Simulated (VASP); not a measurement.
A run of VASP 6.6.1 is set up as follows.

The input INCAR:

```
PREC = Accurate ; ENCUT = 520
EDIFF = 1E-6 ; ISMEAR = 0
SIGMA = 0.05 ; LREAL = False
LASPH = True ; NELM = 100
ALGO = Normal ; ISIF = 2
LWAVE = False ; LCHARG = True
GGA = PS ; LELF = True
LVHAR = True ; NBANDS = 15
```

The input KPOINTS:

```
Automatic mesh
0
Gamma
  6 6 6
```

POSCAR

```
KF
1.0
    3.2574991051      0.0000000000      0.0000000000
    0.0000000000      3.2574991051      0.0000000000
    0.0000000000      0.0000000000      3.2574991051
K F
1 1
Direct
    0.0000000000      0.0000000000      0.0000000000
    0.5000000000      0.5000000000      0.5000000000
```

Potentials or basis: VASP PAW PBE potentials, release 64 (K_sv, F).

Command:

```console
$ cat potpaw_PBE.64/K_sv/POTCAR potpaw_PBE.64/F/POTCAR > POTCAR
$ mpirun -np 1 vasp_std > vasp.out
```

What does it give for the pressure?

-2.4 GPa.

Predict the band gap on the k mesh.

6.10 eV, indirect (least direct gap 6.16 eV).

Caveat: the PAW data sets were made with another functional, which shifts forces and pressure a little. A k mesh can miss the band edges.
